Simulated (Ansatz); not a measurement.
**Mo in Ansatz: the effect of functional**

Crystal: Mo.

```
Mo
1.0
    -1.57318    1.57318    1.57318
     1.57318   -1.57318    1.57318
     1.57318    1.57318   -1.57318
Mo
1
Cartesian
  0.0000 0.0000 0.0000
```

The cell isn't the ideal one: volume scaled by 0.98.

Alike in all runs:

| Item | Value |
| --- | --- |
| Program | Ansatz 0.2.0 |
| Task | single point |
| Potentials or basis | Ansatz PAW |
| k mesh | 12 × 12 × 12 |
| Occupations | fermi-dirac, width 0.05 eV |
| Spin | no spin polarisation |

```csv
functional,cutoff,pressure (GPa)
LDA,420 eV (not typed: the program's choice for these potentials),-9.3
r2SCAN,500 eV (not typed: the program's choice for these potentials),0.9
PBE,420 eV (not typed: the program's choice for these potentials),?
```

Problem. What does the run with functional PBE give?

Solution. Pressure 3.5 GPa.

Caveats: the PAW data sets come from PBE, with cores solved anew for the run's functional, which leaves a small shift of forces and pressure (some runs).
